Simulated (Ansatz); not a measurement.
# Pb: energies, forces and stress near the listed structure

How do energy, forces, pressure and gap of Pb change under swapped elements, distortions that keep the symmetry? Each case is one self-consistent run.

Program: Ansatz 0.2.0. Level of theory: DFT PBE, scalar-relativistic, plane waves, PAW. These are calculated values, not measurements.

**1. The structure to begin with**

It takes space group P6_3/mmc (No. 194, hexagonal). The conventional cell has a = 3.524 Å, b = 3.524 Å, c = 11.495 Å, α = 90.00°, β = 90.00°, γ = 120.00°. Pb (site symmetry -3m) has 12 Pb at 3.52 Å as nearest neighbours. Pb (site symmetry -6m2) is surrounded by 12 Pb at 3.52 Å.

As a file:

```
Pb
1.0
     3.52437    0.00000    0.00000
    -1.76218    3.05219    0.00000
     0.00000    0.00000   11.49524
Pb
4
Direct
  0.00000 0.00000 0.00000
  0.33333 0.66667 0.25000
  0.00000 0.00000 0.50000
  0.66667 0.33333 0.75000
```

The structure comes from the Materials Project (structure only).

**2. Substitution of an element, cell strained: Pb → Ge, first probe**

The change: Ge takes all sites of Pb, and lengths are scaled by 0.893 as a first guess of the size; strain xx, yy, zz, yz, xz, xy = -1.1, -1.1, -1.1, +0.0, +0.0, +0.0 %.

Input file input.yaml:

```yaml
crystal:
  lattice:
    - [3.1139512911, 0.0, 0.0]
    - [-1.5569756455, 2.6967609242, 0.0]
    - [0.0, 0.0, 10.1566130278]
  atoms:
    - { symbol: Ge, position: [0.0, 0.0, 0.0] }
    - { symbol: Ge, position: [0.33333333, 0.66666667, 0.25] }
    - { symbol: Ge, position: [0.0, 0.0, 0.5] }
    - { symbol: Ge, position: [0.66666667, 0.33333333, 0.75] }
basis:
  ecutwfc: 420
kpoints:
  mp_grid: { grid: [6, 6, 2] }
hamiltonian:
  xc: pbe
scf:
  occupations: { method: gaussian, width: 0.1 }
output:
  forces: true
  stress: true
  eigenvalues: true
```

**3. One element swapped, cell strained: Pb → Ge**

Changes to input.yaml since step 2:

```diff
@@ -13,3 +13,3 @@
 kpoints:
-  mp_grid: { grid: [6, 6, 2] }
+  mp_grid: { grid: [15, 15, 4] }
 hamiltonian:
```

**4. A change within the space group**

Input file input.yaml:

```yaml
crystal:
  lattice:
    - [3.5166830241, 0.0, 0.0]
    - [-1.758341512, 3.045536836, 0.0]
    - [0.0, 0.0, 12.5047539458]
  atoms:
    - { symbol: Pb, position: [0.0, 0.0, 0.0] }
    - { symbol: Pb, position: [0.33333333, 0.66666667, 0.25] }
    - { symbol: Pb, position: [0.0, 0.0, 0.5] }
    - { symbol: Pb, position: [0.66666667, 0.33333333, 0.75] }
basis:
  ecutwfc: 420
kpoints:
  mp_grid: { grid: [15, 15, 4] }
hamiltonian:
  xc: pbe
scf:
  occupations: { method: gaussian, width: 0.1 }
output:
  forces: true
  stress: true
  eigenvalues: true
```

**Question.** What will these runs give? Wanted: for each run, case; energy; pressure; largest force.

The runs gave:

| step | case | energy (meV/atom) | pressure (GPa) | largest force (eV/Å) | gap on the mesh (eV) |
| --- | --- | --- | --- | --- | --- |
| 3 | one element swapped, cell strained: Pb → Ge | n/a | -4.7 | 0.00 | 0.00 |
| 4 | a change within the space group | +0.0 | -1.4 | 0.00 | 0.00 |

Energies are counted from step 4, with the smearing taken to zero. Other atoms or functionals have another zero of energy (n/a). A gap of 0.00 means none on the mesh at this level.

In words: Spin-orbit coupling is left out for Pb.
